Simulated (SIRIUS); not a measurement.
Crystal: Rh.

```
Rh
1.0
     0.00000    1.89785    1.89785
     1.89785    0.00000    1.89785
     1.89785    1.89785    0.00000
Rh
1
Direct
  0.00000 0.00000 0.00000
```

Base run:

```yaml
Program: SIRIUS 7.10.0
Functional: LDA
Potentials_or_basis: PseudoDojo 0.4.1 PBE standard (scalar relativistic)
Cutoff: 1202 eV
Density_cutoff: 4809 eV
k_mesh: 12 × 12 × 12
Occupations: fermi-dirac, width 0.05 eV
Spin: no spin polarisation
Hubbard_terms: Rh d U = 8 eV
```

Its results: band gap on the k mesh none (metal or under the smearing width); pressure -7.7 GPa.

Problem. The run is repeated on the same cell with these changes: hubbard terms from Rh d U = 8 eV to Rh d U = 4 eV. What comes out?

Solution. Band gap on the k mesh none (metal or under the smearing width); pressure -9.4 GPa.

Caveats: the potentials were made for another functional, which shifts forces and pressure; U without spin polarisation on a metal has little footing; the U is typed as a test and isn't derived for this compound.
